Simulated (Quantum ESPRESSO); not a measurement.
Here is a Quantum ESPRESSO 7.5 calculation.

File pw.in:

```
&CONTROL
  calculation = 'scf'
  prefix = 'pwscf'
  outdir = './tmp'
  pseudo_dir = './pseudo'
  tprnfor = .true.
  tstress = .true.
  disk_io = 'low'
/
&SYSTEM
  ibrav = 0
  nat = 2
  ntyp = 2
  ecutwfc = 88
  nbnd = 14
  occupations = 'smearing'
  smearing = 'fd'
  degauss = 0.00367493
/
&ELECTRONS
  conv_thr = 4d-10
  electron_maxstep = 120
  mixing_beta = 0.5
/
ATOMIC_SPECIES
I    126.9045 I.upf
Na    22.9898 Na.upf
CELL_PARAMETERS angstrom
   0.0000000000    3.2364000000    3.2364000000
   3.2364000000    0.0000000000    3.2364000000
   3.2364000000    3.2364000000    0.0000000000
ATOMIC_POSITIONS crystal
I      0.5000000000    0.5000000000    0.5000000000
Na     0.0000000000    0.0000000000    0.0000000000
K_POINTS automatic
6 6 6 1 1 1
```

scf2.in

```
&CONTROL
  calculation = 'scf'
  prefix = 'pwscf'
  outdir = './tmp'
  pseudo_dir = './pseudo'
  tprnfor = .true.
  tstress = .true.
  disk_io = 'low'
/
&SYSTEM
  ibrav = 0
  nat = 2
  ntyp = 2
  ecutwfc = 88
  nbnd = 14
  occupations = 'fixed'
/
&ELECTRONS
  conv_thr = 1d-13
  electron_maxstep = 120
  mixing_beta = 0.5
  startingpot = 'file'
  startingwfc = 'file'
/
ATOMIC_SPECIES
I    126.9045 I.upf
Na    22.9898 Na.upf
CELL_PARAMETERS angstrom
   0.0000000000    3.2364000000    3.2364000000
   3.2364000000    0.0000000000    3.2364000000
   3.2364000000    3.2364000000    0.0000000000
ATOMIC_POSITIONS crystal
I      0.5000000000    0.5000000000    0.5000000000
Na     0.0000000000    0.0000000000    0.0000000000
K_POINTS automatic
6 6 6 1 1 1
```

ph.in

```
dielectric of NaI
&INPUTPH
  prefix = 'pwscf'
  outdir = './tmp'
  tr2_ph = 1d-16
  fildyn = 'dyn'
  niter_ph = 60
  alpha_mix(1) = 0.7
  epsil = .true.
  trans = .false.
  zeu = .true.
/
0.0000000000 0.0000000000 0.0000000000
```

Potentials or basis: PseudoDojo 0.4.1 SR PBE standard.

Command:

```console
$ OMP_NUM_THREADS=1 pw.x -in pw.in > pw.out
$ OMP_NUM_THREADS=1 pw.x -in scf2.in > scf2.out
$ OMP_NUM_THREADS=1 ph.x -in ph.in > ph.out
```

**Question.** Predict the electronic dielectric tensor (diagonal).

**Answer.** 3.38.

**Question.** Predict the Born charges (mean of the diagonal).

**Answer.** I -1.20; Na +1.20 e.

**Question.** What does it give for the pressure?

**Answer.** 0.4 GPa.

Electronic dielectric tensor:
```
3.38 0.00 0.00
0.00 3.38 0.00
0.00 0.00 3.38
```

Spin-orbit coupling is left out, which matters for the levels of I.

**Measured values to compare with.**

A printed reference work, monograph reports, for a bulk crystal of NaI: high-frequency dielectric constant 3.01.

Measured high-frequency dielectric constant of NaI: 3.01 (a printed reference work, monograph). This calculation gives 3.38 (+12.3 %).
